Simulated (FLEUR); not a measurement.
# CdSe (Cadmoselite): band structure with PBE

**Experimental background.**

A printed reference work, data compilation reports, for a bulk crystal of CdSe at 2 K: band gap 1.841 eV.

The system is CdSe (Cadmoselite).

```
CELL_PARAMETERS angstrom
4.30000 0.00000 0.00000
-2.15000 3.72391 0.00000
0.00000 0.00000 7.02000
ATOMIC_POSITIONS crystal
Cd 0.66667 0.33333 0.50000
Cd 0.33333 0.66667 0.00000
Se 0.66667 0.33333 0.88500
Se 0.33333 0.66667 0.38500
```

```json
{
 "Program": "FLEUR MaX-R8.1 (later development tree)",
 "Task": "band structure",
 "Functional": "PBE",
 "Potentials or basis": "all-electron",
 "Basis": "FLAPW",
 "Kmax": "4.67 1/bohr",
 "k mesh": "7 × 7 × 4",
 "Occupations": "fermi-dirac, width 0.05 eV",
 "Spin": "no spin polarisation",
 "Gmax": "14.5 1/bohr",
 "Muffin-tin radii": "Cd 2.47, Se 2.1 bohr",
 "lmax": "Cd 10, Se 8",
 "Local orbitals a species": "Cd 5, Se 4",
 "Max iterations": "60",
 "Mixing factor": "0.05",
 "Mixer": "Anderson",
 "Mixer history": "15",
 "Density convergence": "1e-05 me/bohr^3"
}
```

```
Band gap on the k mesh                                : 0.70 eV, direct
Band gap along the path                               : 0.70 eV, direct
Valence electrons inside the program's atomic spheres : Cd 18.38; Se 13.60 (radii Cd 2.47, Se 2.1 bohr)
```

Levels at the corners of the path, in eV from the valence-band top:
| point | band 32 | band 33 | band 34 | band 35 | band 36 | band 37 | band 38 | band 39 | band 40 | band 41 |
| --- | --- | --- | --- | --- | --- | --- | --- | --- | --- | --- |
| Γ | -0.72 | -0.72 | -0.01 | 0.00 | 0.00 | 0.70 | 2.12 | 5.89 | 5.89 | 6.15 |
| M | -3.71 | -2.56 | -1.85 | -1.23 | -0.83 | 3.23 | 3.32 | 4.81 | 6.15 | 6.66 |
| K | -3.84 | -3.06 | -1.79 | -1.79 | -1.78 | 4.39 | 4.80 | 4.80 | 7.06 | 7.06 |
| Γ | -0.72 | -0.72 | -0.01 | 0.00 | 0.00 | 0.70 | 2.12 | 5.89 | 5.89 | 6.15 |
| A | -2.56 | -0.37 | -0.37 | -0.37 | -0.37 | 2.34 | 2.34 | 5.82 | 5.82 | 6.27 |
| L | -4.23 | -1.38 | -1.38 | -1.29 | -1.29 | 2.99 | 2.99 | 4.79 | 4.79 | 7.76 |
| H | -4.12 | -2.48 | -2.48 | -1.05 | -1.05 | 3.80 | 3.80 | 5.92 | 5.92 | 6.22 |
| A | -2.56 | -0.37 | -0.37 | -0.37 | -0.37 | 2.34 | 2.34 | 5.82 | 5.82 | 6.27 |
| L | -4.23 | -1.38 | -1.38 | -1.29 | -1.29 | 2.99 | 2.99 | 4.79 | 4.79 | 7.76 |
| M | -3.71 | -2.56 | -1.85 | -1.23 | -0.83 | 3.23 | 3.32 | 4.81 | 6.15 | 6.66 |
| K | -3.84 | -3.06 | -1.79 | -1.79 | -1.78 | 4.39 | 4.80 | 4.80 | 7.06 | 7.06 |
| H | -4.12 | -2.48 | -2.48 | -1.05 | -1.05 | 3.80 | 3.80 | 5.92 | 5.92 | 6.22 |

Core levels (eV from the Fermi level):
| atom | levels |
| --- | --- |
| 1 Cd | 1s1/2 -26506.1, 2s1/2 -3930.8, 2p1/2 -3659.0, 2p3/2 -3466.5, 3s1/2 -729.5, 3p1/2 -620.6, 3p3/2 -586.2, 3d3/2 -393.6, 3d5/2 -386.6 |
| 2 Cd | 1s1/2 -26506.1, 2s1/2 -3930.8, 2p1/2 -3659.0, 2p3/2 -3466.5, 3s1/2 -729.5, 3p1/2 -620.6, 3p3/2 -586.2, 3d3/2 -393.6, 3d5/2 -386.6 |
| 3 Se | 1s1/2 -12494.8, 2s1/2 -1600.3, 2p1/2 -1435.0, 2p3/2 -1393.2, 3s1/2 -207.3, 3p1/2 -150.8, 3p3/2 -144.9 |
| 4 Se | 1s1/2 -12494.8, 2s1/2 -1600.3, 2p1/2 -1435.0, 2p3/2 -1393.2, 3s1/2 -207.3, 3p1/2 -150.8, 3p3/2 -144.9 |

Wall time 9.8 min on 1 thread of Intel(R) Xeon(R) 6975P-C (Granite Rapids), on a shared host, peak memory 0.18 GiB.

Measured gap of CdSe: 1.841 eV (2 K; a printed reference work, data compilation). This calculation gives 0.70 eV (-1.14 eV). So large a miss can be the level of theory's own, or it may mean another phase, state or a wrong row. Spin-orbit coupling on Cd, Se is left out. The value is that of PBE, without temperature or zero-point motion. Semilocal functionals fall short of measured gaps as a rule.
